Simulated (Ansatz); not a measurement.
# A strain series on ZnS (zincblende): uniaxial along [111], other directions held

ZnS (zincblende), relaxed with r2SCAN in Ansatz 0.2.0, then strained (uniaxial along [111], other directions held; changes of length per length, axes as in the cell below) with the atoms relaxed again within the symmetry that is left. The symmetry is F-43m (No. 216, cubic); conventional cell a = 5.388 Å, 19.55 Å³ an atom. Around Zn lie 4 S at 2.33 Å; around S lie 4 Zn at 2.33 Å. The values are computed, spin-unpolarised, and not measurements.

```
CELL_PARAMETERS angstrom
0.00000 2.69409 2.69409
2.69409 0.00000 2.69409
2.69409 2.69409 0.00000
ATOMIC_POSITIONS crystal
Zn 0.00000 0.00000 0.00000
S 0.25000 0.25000 0.25000
```

Gaps are the least over each mesh (PBE 8×8×8, r2SCAN 8×8×8, HSE06 6×6×6 when unstrained) and the special points, which keep their unstrained names; stress is the change from the unstrained cell, compression positive.

```tsv
strain (%)	gap, PBE (eV)	gap, r2SCAN (eV)	gap, HSE06 (eV)	edges, HSE06	stress along the strain, r2SCAN (GPa)	energy rise, r2SCAN (meV/atom)
0.0	2.147	2.705	3.378	Γ	0.00	0.0
+1.18	2.073	2.627	3.297	Γ	-1.69	1.2
+3.65	1.905	2.448	3.113	Γ	-4.97	11.2
+5.0	1.813	2.348	3.010	Γ	-6.65	20.7
+5.34	1.789	2.322	2.984	Γ	-7.05	23.5
```

The meshes of the hybrids are coarse, so their gaps aren't converged to the digits shown.
